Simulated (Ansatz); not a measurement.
Phonon spectrum of SnO2

All numbers below come from DFT PBE, scalar-relativistic, plane waves, PAW (Ansatz 0.2.0). Settings: 420 eV plane-wave cutoff, Γ-centred 12×12×6 mesh, fixed occupations. No spin polarisation. Phonons by linear response, acoustic sum rule imposed.

The cell, relaxed at this level:
```
CELL_PARAMETERS angstrom
3.22797 0.00000 0.00000
-1.61399 2.79551 0.00000
0.00000 0.00000 5.52189
ATOMIC_POSITIONS crystal
Sn 0.00000 0.00000 0.00000
O 0.33333 0.66667 0.18320
O 0.66667 0.33333 0.81680
```

It was reached by relaxing an invented guess, and it needn't be the stable form of this composition. Spin–orbit coupling is left out, which matters for heavy elements. The q mesh is coarse, so values between its points are rough. No dispersion correction is applied, so modes and constants that involve weak contacts between layers, chains or molecules come out too soft.

Force constants from linear response on a 3×3×1 q mesh.

(1) Is the structure dynamically stable on this mesh?

(2) Give the frequencies (cm⁻¹; i marks imaginary ones) at the irreducible q points, in fractions of the reciprocal vectors, the Γ row without the LO field.

Answers

(1) Yes, on this mesh: no mode is imaginary.

(2)
```json
{"q": "0.000 0.000 0.000", "star": "1", "frequencies": "0 0 0 379 379 430 430 475 478"}
{"q": "0.000 0.333 0.000", "star": "6", "frequencies": "73 136 229 351 391 451 473 505 566"}
{"q": "0.333 0.333 0.000", "star": "2", "frequencies": "89 233 233 388 388 404 514 514 539"}
```
